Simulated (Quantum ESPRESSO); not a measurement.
**C under changes of volume**

One of the cells (5.672 Å³/atom); the others are scaled copies at fixed shape and fractional positions:

```
CELL_PARAMETERS angstrom
2.52210 0.00000 0.00000
-1.26105 2.18420 0.00000
0.00000 0.00000 8.23710
ATOMIC_POSITIONS crystal
C 0.66667 0.33333 0.84375
C 0.33333 0.66667 0.34375
C 0.66667 0.33333 0.65625
C 0.33333 0.66667 0.15625
C 0.00000 0.00000 0.90625
C 0.00000 0.00000 0.40625
C 0.00000 0.00000 0.59375
C 0.00000 0.00000 0.09375
```

This is a hexagonal form of diamond, not graphite.

* Program: Quantum ESPRESSO 7.5
* Functional: PBEsol
* Potentials or basis: GBRV 1.5 PBEsol
* Cutoff: 612 eV
* Density cutoff: 4898 eV
* k mesh: 12 × 12 × 4
* Occupations: fermi-dirac, width 0.05 eV
* Spin: no spin polarisation

| volume (Å³/atom) | energy over the lowest point (meV/atom) | pressure (GPa) | gap on the mesh (eV) | largest force (eV/Å) |
| --- | --- | --- | --- | --- |
| 5.332 | 22.37 | 26.0 | 4.43 | 0.371 |
| 5.445 | ? | ? | ? | ? |
| 5.559 | 0.45 | 4.9 | 4.33 | 0.343 |
| 5.672 | 0.00 | -4.2 | 4.28 | 0.329 |
| 5.785 | 5.70 | -12.5 | 4.24 | 0.317 |
| 5.899 | 17.03 | -20.0 | 4.19 | 0.306 |
| 6.012 | 33.47 | -26.9 | 4.14 | 0.296 |

Problem. What does the run at 5.445 Å³/atom give?

Solution. Energy over the lowest point 7.69 meV/atom; pressure 15.0 GPa; gap on the mesh 4.38 eV; largest force 0.357 eV/Å.

Worked out: A Birch-Murnaghan fit of order 3 (a polynomial in V^(-2/3)) to the other rows has its minimum at 5.62 Å³/atom with B0 = V·E''(V) = 450 GPa and B' = 3.6 at fixed shape and positions, which overstates the stiffness. It gives 7.74 meV/atom at 5.445 Å³/atom, against the run's 7.69, and -dE/dV = 15.3 GPa, against 15.0. A straight line through the other rows of the gap, of slope -2.39 eV per unit of ln V, gives 4.38 eV, against the run's 4.38.

Energies are extrapolated to zero smearing.

A mesh can miss the band edges.
